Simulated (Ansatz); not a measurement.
input.yaml

```yaml
crystal:
  lattice:
    - [2.6341040705, -2.6342181362, -0.0195941078]
    - [2.6341040705, 2.6342181362, -0.0195941078]
    - [-2.5995070105, 0.0, 4.6088144818]
  atoms:
    - { symbol: Ti, position: [0.1250058852, 0.8749941148, 0.25] }
    - { symbol: Ti, position: [0.8749941148, 0.1250058852, 0.75] }
    - { symbol: O, position: [0.3370573724, 0.0870338155, 0.674076404] }
    - { symbol: O, position: [0.6629426276, 0.9129661845, 0.325923596] }
    - { symbol: O, position: [0.9129661845, 0.6629426276, 0.825923596] }
    - { symbol: O, position: [0.0870338155, 0.3370573724, 0.174076404] }
basis:
  ecutwfc: 420
kpoints:
  mp_grid: { grid: [8, 8, 6] }
hamiltonian:
  xc: pbe
scf:
  occupations: { method: gaussian, width: 0.02 }
output:
  forces: true
  stress: true
  eigenvalues: true
relax:
  adjacent_minimum: "off"
  f_tol: 0.01
  max_steps: 30
  cell: { stress_tol: 0.1, fix: [volume] }
```

Command:
```bash
ansatz run input.yaml --threads 1 --pin off --max-ram 2560MiB --backend cpu --events-out ev --progress --plain --runs-dir out
```

All numbers below come from Ansatz 0.2.0, DFT PBE, scalar-relativistic, plane waves, PAW.

From the run's log, abridged:

```
Pseudopotentials: kind: paw
Pseudopotential: Ti, paw, valence charge 12, recommended cutoff 420 eV (normal)
Pseudopotential: O, paw, valence charge 6, recommended cutoff 420 eV (normal)
Functional definition: PBE
Crystal: 6 atoms, lattice volume = 63.691 Å³
Basis set: ecut = 420 eV, 1267 PW (Γ), exchange–correlation on 50×50×72 points (8 copies of the dense FFT grid, shifted against one another)
Bands: 30, of which v1, the nominal top of the filled ones, is band 24 counted from 1 (23 counted from 0)
Symmetry: 4 space group operations
Space group: C2/c (ITA 15), of the structure as read, at distance tolerance 4.0e-5 Å
k-points: 114 of 384
Initial density: superposition of atomic densities (neutral atoms: chi_scale 0, normalization atom), corrected by the library's trained network
Initial wavefunctions: pseudopotential atomic-orbital guess
Functional: x = pbe(κ = 0.804, μ = 0.21951497), c = pbe(β = 0.06672455)
SCF iter   1: F=—  HF=-7277.145054 eV  |F-HF|=—  |Δ(HF+E_count)|=         —  Δρ=4.13e-3  dr2=6.50e-3  ethr=1.77e-3  ⟨swp⟩=5.8  Hψ=14252  notcnv=0
SCF iter   2: F=—  HF=-7277.146888 eV  |F-HF|=—  |Δ(HF+E_count)|=   1.83e-3  Δρ=4.14e-3  dr2=9.42e-3  ethr=1.35e-5  ⟨swp⟩=2.7  Hψ=7214  notcnv=0  defer=185
SCF iter   3: F=—  HF=-7277.145351 eV  |F-HF|=—  |Δ(HF+E_count)|=   1.54e-3  Δρ=1.24e-3  dr2=4.23e-4  ethr=1.35e-5  ⟨swp⟩=2.1  Hψ=5528  notcnv=0  defer=185
SCF iter   4: F=—  HF=-7277.145587 eV  |F-HF|=—  |Δ(HF+E_count)|=   2.35e-4  Δρ=2.33e-4  dr2=9.54e-6  ethr=8.82e-7  ⟨swp⟩=2.0  Hψ=4345  notcnv=0  defer=185
SCF iter   5: F=—  HF=-7277.145703 eV  |F-HF|=—  |Δ(HF+E_count)|=   1.16e-4  Δρ=2.87e-5  dr2=1.25e-7  ethr=1.99e-8  ⟨swp⟩=2.1  Hψ=5727  notcnv=0  defer=185
SCF iter   6: F=-7277.145703 eV  HF=-7277.145703 eV  |F-HF|=1.26e-9  |Δ(HF+E_count)|=   2.99e-7  Δρ=2.64e-6  dr2=2.61e-9  ethr=2.08e-10  ⟨swp⟩=7.6  Hψ=13777  notcnv=0
SCF 1 converged in 6 iterations: F = -7277.145703 eV  dr2 = 2.61e-9
relax step   1: F+E_penalty+E_count = -7277.14570283 eV  Δ(F+E_penalty+E_count) = +0.000e0 eV  max|allowed force component| = 2.183e-1 eV/Å  Δτ_max = 0.0000 Å  P = +20.461 GPa  Ω = 63.691 Å³  fix = [volume]  reactions: volume +20.461 GPa (6 SCF iters, dr2 threshold 1.00e-7 eV, accepted)
Initial density: handed on by an earlier stage of this run
Initial wavefunctions: those handed on with the density
SCF iter   1: F=—  HF=-7277.153824 eV  |F-HF|=—  |Δ(HF+E_count)|=         —  Δρ=1.22e-3  dr2=6.34e-4  ethr=1.67e-6  ⟨swp⟩=2.2  Hψ=19586  notcnv=0
SCF iter   2: F=—  HF=-7277.153734 eV  |F-HF|=—  |Δ(HF+E_count)|=   8.95e-5  Δρ=6.96e-4  dr2=2.36e-4  ethr=1.32e-6  ⟨swp⟩=2.0  Hψ=5244  notcnv=0
SCF iter   3: F=—  HF=-7277.153855 eV  |F-HF|=—  |Δ(HF+E_count)|=   1.21e-4  Δρ=6.17e-4  dr2=2.12e-4  ethr=4.92e-7  ⟨swp⟩=2.0  Hψ=5236  notcnv=0
SCF iter   4: F=—  HF=-7277.153821 eV  |F-HF|=—  |Δ(HF+E_count)|=   3.42e-5  Δρ=1.44e-4  dr2=4.17e-6  ethr=4.42e-7  ⟨swp⟩=2.0  Hψ=4565  notcnv=0
SCF iter   5: F=-7277.153823 eV  HF=-7277.153823 eV  |F-HF|=7.83e-9  |Δ(HF+E_count)|=   2.50e-6  Δρ=1.92e-5  dr2=8.49e-8  ethr=1.25e-9  ⟨swp⟩=3.0  Hψ=13543  notcnv=0
SCF 2 converged in 5 iterations: F = -7277.153823 eV  dr2 = 8.49e-8
relax step   2: F+E_penalty+E_count = -7277.15382345 eV  Δ(F+E_penalty+E_count) = -8.121e-3 eV  max|allowed force component| = 1.200e-1 eV/Å  Δτ_max = 0.0114 Å  P = +19.694 GPa  Ω = 63.691 Å³  energy of the carried Pulay correction = -2.362e-16 eV  fix = [volume]  reactions: volume +19.694 GPa (5 SCF iters, dr2 threshold 6.00e-7 eV, accepted)
Basis set: ecut = 420 eV, 1259 PW (Γ), exchange–correlation on 50×50×72 points (8 copies of the dense FFT grid, shifted against one another)
SCF iter   1: F=—  HF=-7277.160633 eV  |F-HF|=—  |Δ(HF+E_count)|=         —  Δρ=2.85e-3  dr2=2.74e-3  ethr=5.97e-6  ⟨swp⟩=2.0  Hψ=21333  notcnv=0
SCF iter   2: F=—  HF=-7277.160518 eV  |F-HF|=—  |Δ(HF+E_count)|=   1.15e-4  Δρ=1.79e-3  dr2=1.66e-3  ethr=5.72e-6  ⟨swp⟩=2.0  Hψ=5920  notcnv=0
SCF iter   3: F=—  HF=-7277.160417 eV  |F-HF|=—  |Δ(HF+E_count)|=   1.01e-4  Δρ=1.23e-3  dr2=7.39e-4  ethr=3.46e-6  ⟨swp⟩=2.0  Hψ=5928  notcnv=0
SCF iter   4: F=—  HF=-7277.160335 eV  |F-HF|=—  |Δ(HF+E_count)|=   8.20e-5  Δρ=4.44e-4  dr2=7.11e-5  ethr=1.54e-6  ⟨swp⟩=2.0  Hψ=4156  notcnv=0
SCF iter   5: F=—  HF=-7277.160439 eV  |F-HF|=—  |Δ(HF+E_count)|=   1.04e-4  Δρ=8.33e-5  dr2=1.98e-6  ethr=1.48e-7  ⟨swp⟩=2.1  Hψ=4643  notcnv=0
SCF iter   6: F=-7277.160440 eV  HF=-7277.160440 eV  |F-HF|=1.46e-8  |Δ(HF+E_count)|=   1.04e-6  Δρ=1.19e-5  dr2=5.17e-8  ethr=1.25e-9  ⟨swp⟩=5.0  Hψ=13618  notcnv=0
SCF 3 converged in 6 iterations: F = -7277.160440 eV  dr2 = 5.17e-8
relax step   3: F+E_penalty+E_count = -7277.16044046 eV  Δ(F+E_penalty+E_count) = -6.617e-3 eV  max|allowed force component| = 1.859e-2 eV/Å  Δτ_max = 0.0235 Å  P = +18.074 GPa  Ω = 63.691 Å³  fix = [volume]  reactions: volume +18.074 GPa (6 SCF iters, dr2 threshold 6.00e-7 eV, accepted)
SCF iter   1: F=—  HF=-7277.160309 eV  |F-HF|=—  |Δ(HF+E_count)|=         —  Δρ=5.87e-4  dr2=1.31e-4  ethr=1.44e-7  ⟨swp⟩=2.9  Hψ=20239  notcnv=0
SCF iter   2: F=—  HF=-7277.160358 eV  |F-HF|=—  |Δ(HF+E_count)|=   4.92e-5  Δρ=2.36e-4  dr2=2.17e-5  ethr=1.44e-7  ⟨swp⟩=2.0  Hψ=5244  notcnv=0
SCF iter   3: F=—  HF=-7277.160363 eV  |F-HF|=—  |Δ(HF+E_count)|=   5.19e-6  Δρ=2.95e-4  dr2=5.42e-5  ethr=3.77e-8  ⟨swp⟩=2.0  Hψ=5926  notcnv=0  recentre
SCF iter   4: F=—  HF=-7277.160353 eV  |F-HF|=—  |Δ(HF+E_count)|=   1.05e-5  Δρ=3.54e-5  dr2=3.66e-7  ethr=3.77e-8  ⟨swp⟩=2.0  Hψ=5244  notcnv=0
SCF iter   5: F=-7277.160353 eV  HF=-7277.160353 eV  |F-HF|=1.66e-9  |Δ(HF+E_count)|=   7.36e-8  Δρ=5.41e-6  dr2=4.74e-9  ethr=5.60e-10  ⟨swp⟩=5.0  Hψ=13338  notcnv=0
SCF 4 converged in 5 iterations: F = -7277.160353 eV  dr2 = 4.74e-9
relax step   4: F+E_penalty+E_count = -7277.16035278 eV  Δ(F+E_penalty+E_count) = +8.768e-5 eV  max|allowed force component| = 3.450e-2 eV/Å  Δτ_max = 0.0011 Å  P = +18.069 GPa  Ω = 63.691 Å³  energy of the carried Pulay correction = -4.724e-17 eV  fix = [volume]  (5 SCF iters, dr2 threshold 3.23e-7 eV, rejected (line search))
SCF iter   1: F=—  HF=-7277.160481 eV  |F-HF|=—  |Δ(HF+E_count)|=         —  Δρ=3.56e-4  dr2=5.39e-5  ethr=6.63e-8  ⟨swp⟩=2.6  Hψ=19195  notcnv=0
SCF iter   2: F=—  HF=-7277.160564 eV  |F-HF|=—  |Δ(HF+E_count)|=   8.35e-5  Δρ=1.37e-4  dr2=7.03e-6  ethr=6.63e-8  ⟨swp⟩=2.0  Hψ=5244  notcnv=0
SCF iter   3: F=—  HF=-7277.160559 eV  |F-HF|=—  |Δ(HF+E_count)|=   5.25e-6  Δρ=1.54e-4  dr2=1.49e-5  ethr=1.46e-8  ⟨swp⟩=2.0  Hψ=5925  notcnv=0
SCF iter   4: F=—  HF=-7277.160557 eV  |F-HF|=—  |Δ(HF+E_count)|=   1.74e-6  Δρ=2.29e-5  dr2=1.41e-7  ethr=1.46e-8  ⟨swp⟩=2.1  Hψ=5398  notcnv=0
SCF iter   5: F=—  HF=-7277.160556 eV  |F-HF|=—  |Δ(HF+E_count)|=   1.93e-6  Δρ=3.62e-6  dr2=2.95e-9  ethr=2.95e-10  ⟨swp⟩=2.1  Hψ=5289  notcnv=0
SCF iter   6: F=-7277.160556 eV  HF=-7277.160556 eV  |F-HF|=1.09e-10  |Δ(HF+E_count)|=   1.47e-9  Δρ=9.89e-7  dr2=1.64e-10  ethr=1.00e-12  ⟨swp⟩=3.0  Hψ=13961  notcnv=0
SCF 5 converged in 6 iterations: F = -7277.160556 eV  dr2 = 1.64e-10
relax step   5: F+E_penalty+E_count = -7277.16055556 eV  Δ(F+E_penalty+E_count) = -1.151e-4 eV  max|allowed force component| = 2.098e-3 eV/Å  Δτ_max = 0.0006 Å  P = +18.112 GPa  Ω = 63.691 Å³  fix = [volume]  reactions: volume +18.112 GPa (6 SCF iters, accepted)
Basis set: ecut = 420 eV, 1259 PW (Γ), exchange–correlation on 54×54×72 points (8 copies of the dense FFT grid, shifted against one another)
Initial wavefunctions: pseudopotential atomic-orbital guess (no wavefunctions were taken with the density)
SCF iter   1: F=—  HF=-7277.161006 eV  |F-HF|=—  |Δ(HF+E_count)|=         —  Δρ=1.32e-4  dr2=1.18e-6  ethr=9.81e-9  ⟨swp⟩=4.0  Hψ=24645  notcnv=0
SCF iter   2: F=—  HF=-7277.161166 eV  |F-HF|=—  |Δ(HF+E_count)|=   1.60e-4  Δρ=6.48e-5  dr2=2.88e-7  ethr=2.45e-9  ⟨swp⟩=2.1  Hψ=6100  notcnv=0
SCF iter   3: F=—  HF=-7277.161170 eV  |F-HF|=—  |Δ(HF+E_count)|=   3.61e-6  Δρ=2.65e-5  dr2=4.60e-7  ethr=5.99e-10  ⟨swp⟩=2.0  Hψ=5244  notcnv=0
SCF iter   4: F=—  HF=-7277.161170 eV  |F-HF|=—  |Δ(HF+E_count)|=   8.72e-8  Δρ=3.77e-6  dr2=1.90e-9  ethr=5.99e-10  ⟨swp⟩=2.0  Hψ=4661  notcnv=0
SCF iter   5: F=—  HF=-7277.161170 eV  |F-HF|=—  |Δ(HF+E_count)|=   6.32e-9  Δρ=1.53e-6  dr2=3.28e-10  ethr=1.00e-12  ⟨swp⟩=5.0  Hψ=13171  notcnv=0
SCF iter   6: F=-7277.161170 eV  HF=-7277.161170 eV  |F-HF|=9.64e-11  |Δ(HF+E_count)|=   1.15e-9  Δρ=4.50e-7  dr2=2.65e-11  ethr=1.00e-12  ⟨swp⟩=4.0  Hψ=10959  notcnv=0
SCF 6 converged in 6 iterations: F = -7277.161170 eV  dr2 = 2.65e-11
SCF iter   1: F=—  HF=-7277.161058 eV  |F-HF|=—  |Δ(HF+E_count)|=         —  Δρ=1.91e-4  dr2=1.17e-5  ethr=2.48e-8  ⟨swp⟩=3.1  Hψ=20054  notcnv=0
SCF iter   2: F=—  HF=-7277.161202 eV  |F-HF|=—  |Δ(HF+E_count)|=   1.44e-4  Δρ=1.33e-4  dr2=9.63e-6  ethr=2.44e-8  ⟨swp⟩=2.0  Hψ=5244  notcnv=0
SCF iter   3: F=—  HF=-7277.161201 eV  |F-HF|=—  |Δ(HF+E_count)|=   1.18e-6  Δρ=7.42e-5  dr2=2.34e-6  ethr=2.01e-8  ⟨swp⟩=2.1  Hψ=5119  notcnv=0
SCF iter   4: F=—  HF=-7277.161201 eV  |F-HF|=—  |Δ(HF+E_count)|=   1.73e-7  Δρ=3.15e-5  dr2=3.59e-7  ethr=4.88e-9  ⟨swp⟩=2.0  Hψ=3980  notcnv=0
SCF iter   5: F=-7277.161201 eV  HF=-7277.161201 eV  |F-HF|=3.99e-9  |Δ(HF+E_count)|=   5.53e-9  Δρ=6.98e-6  dr2=1.64e-8  ethr=5.54e-11  ⟨swp⟩=3.5  Hψ=13484  notcnv=0
SCF 7 converged in 5 iterations: F = -7277.161201 eV  dr2 = 1.64e-8
relax step   7: F+E_penalty+E_count = -7277.16120065 eV  Δ(F+E_penalty+E_count) = -3.086e-5 eV  max|allowed force component| = 1.556e-4 eV/Å  Δτ_max = 0.0014 Å  P = +18.039 GPa  Ω = 63.691 Å³  energy of the carried Pulay correction = -2.112e-6 eV  fix = [volume]  reactions: volume +18.039 GPa (5 SCF iters, dr2 threshold 2.66e-8 eV, accepted)
SCF iter   1: F=—  HF=-7277.160939 eV  |F-HF|=—  |Δ(HF+E_count)|=         —  Δρ=9.68e-5  dr2=1.81e-7  ethr=8.01e-9  ⟨swp⟩=4.0  Hψ=25008  notcnv=0
SCF iter   2: F=—  HF=-7277.161155 eV  |F-HF|=—  |Δ(HF+E_count)|=   2.16e-4  Δρ=5.04e-5  dr2=1.87e-7  ethr=3.77e-10  ⟨swp⟩=3.0  Hψ=6336  notcnv=0
SCF iter   3: F=—  HF=-7277.161169 eV  |F-HF|=—  |Δ(HF+E_count)|=   1.36e-5  Δρ=3.32e-5  dr2=7.30e-8  ethr=3.77e-10  ⟨swp⟩=2.0  Hψ=5176  notcnv=0
SCF iter   4: F=—  HF=-7277.161178 eV  |F-HF|=—  |Δ(HF+E_count)|=   8.81e-6  Δρ=1.31e-5  dr2=1.27e-8  ethr=1.52e-10  ⟨swp⟩=2.0  Hψ=3899  notcnv=0
SCF iter   5: F=—  HF=-7277.161179 eV  |F-HF|=—  |Δ(HF+E_count)|=   1.57e-6  Δρ=2.63e-6  dr2=9.35e-10  ethr=2.65e-11  ⟨swp⟩=2.3  Hψ=4480  notcnv=0
SCF iter   6: F=-7277.161180 eV  HF=-7277.161180 eV  |F-HF|=4.53e-10  |Δ(HF+E_count)|=   5.64e-8  Δρ=3.47e-7  dr2=2.34e-11  ethr=1.00e-12  ⟨swp⟩=2.8  Hψ=12908  notcnv=0
SCF 8 converged in 6 iterations: F = -7277.161180 eV  dr2 = 2.34e-11
SCF converged after 6 iterations
Free energy (F): -7277.161180 eV
Harris-Foulkes:  -7277.161180 eV  (|F-HF|=4.53e-10)
Internal energy: -7277.161180 eV  (E = F + TS)
E sigma→0 (E₀):  -7277.161180 eV
Fermi energy:    9.332357 eV
--- Per-component energies (eV) ---
  E_band       = -413.353875
  E_kinetic    = 1256.336379
  E_local      = -3420.914303  (includes V_loc(G=0)·N_el)
  E_nonlocal   = 197.108299
  E_hartree    = 1329.431995
  E_xc         = -494.813411
  E_vxc        = -626.857227  (∫ρ·V_xc dr)
  E_paw        = -2723.602264  (= ΣΔE_a)
  E_vpaw       = -477.901187  (= ΣTr[D̂ρ^β])
  E_aug_tail   = 0.010214  (compensation charges beyond the density's cutoff)
  E_ewald      = -3420.718090
  E_smearing   =  0.000000  (= −TS)
--- Forces (eV/Å), atoms counted from 1 ---
  atom   1  Ti     0.00000000     0.00003816     0.00000000
  atom   2  Ti     0.00000000    -0.00003816     0.00000000
  atom   3  O     -0.00001258     0.00000767    -0.00013973
  atom   4  O      0.00001258    -0.00000767     0.00013973
  atom   5  O      0.00001258     0.00000767     0.00013973
  atom   6  O     -0.00001258    -0.00000767    -0.00013973
--- Stress (GPa, compression-positive) ---
       18.044796       0.000000      -0.000360
        0.000000      18.043615       0.000000
       -0.000360       0.000000      18.027238
  P = ⅓ Tr σ = 18.0385 GPa (180.385 kbar)
--- Band table (eV; the first three rows and the last of 114) ---
  k-point 0: bands = ["-47.9288", "-47.8365", "-24.4946", "-24.2152", "-24.2152", "-24.1100", "-24.1100", "-23.9907", "-9.6220", "-8.6698", "-8.2969", "-8.1245", "4.3345", "4.5293", "4.5293", "4.7153", "5.9957", "5.9958", "6.1449", "7.5773", "7.6201", "7.6201", "7.6565", "7.6566", "10.3254", "11.2875", "12.0828", "12.0828", "12.2722", "12.2723"]
  k-point 1: bands = ["-47.9227", "-47.8428", "-24.4621", "-24.2256", "-24.2256", "-24.0994", "-24.0994", "-24.0259", "-9.5256", "-8.6556", "-8.3669", "-8.1785", "4.4404", "4.5468", "4.5597", "4.5597", "6.0148", "6.0148", "6.4368", "7.3222", "7.3222", "7.3389", "7.8813", "7.8813", "10.3851", "11.2177", "12.1110", "12.1110", "12.2555", "12.2555"]
  k-point 2: bands = ["-47.9059", "-47.8598", "-24.3725", "-24.2425", "-24.2425", "-24.1208", "-24.0822", "-24.0822", "-9.2663", "-8.6509", "-8.5256", "-8.3109", "4.4146", "4.5852", "4.6229", "4.6229", "6.0624", "6.0624", "6.8171", "6.9766", "7.0344", "7.0344", "8.0078", "8.0078", "10.5513", "11.0313", "12.1656", "12.1656", "12.2267", "12.2267"]
  k-point 113: bands = ["-47.8781", "-47.8781", "-24.4669", "-24.4669", "-24.2626", "-24.2626", "-24.0242", "-24.0242", "-8.1108", "-8.1108", "-7.7088", "-7.7088", "3.4396", "3.4396", "3.7106", "3.7106", "4.0966", "4.0966", "5.4256", "5.4256", "5.9369", "5.9369", "8.3390", "8.3390", "12.0003", "12.0003", "12.4427", "12.4427", "13.4338", "13.4338"]
--- Relaxed structure (6 steps of the walk, 5 accepted, 2 SCFs on fresh bases) ---
  F+E_penalty+E_count = -7277.16117954 eV   max|allowed force component| = 1.397e-4 eV/Å   (the final SCF, on the basis selected at the relaxed cell)
  cell:  # Å, volume = 63.6910 Å³
    - [2.65558910, -2.65568730, -0.01986642]
    - [2.65558910, 2.65568730, -0.01986642]
    - [-2.62173422, 0.0, 4.53515755]
  atoms:
    - { symbol: Ti, position: [0.12500634, 0.87499365, 0.25] }
    - { symbol: Ti, position: [0.87499365, 0.12500634, 0.75] }
    - { symbol: O, position: [0.34093752, 0.09094031, 0.68187898] }
    - { symbol: O, position: [0.65906247, 0.90905968, 0.31812101] }
    - { symbol: O, position: [0.90905968, 0.65906247, 0.81812101] }
    - { symbol: O, position: [0.09094031, 0.34093752, 0.18187898] }
```

The relaxation met its thresholds.

Time: 110 s on 1 thread of Intel(R) Xeon(R) Platinum 8175M CPU @ 2.50GHz (Skylake/Cascade Lake) (shared host), peak memory 0.53 GiB.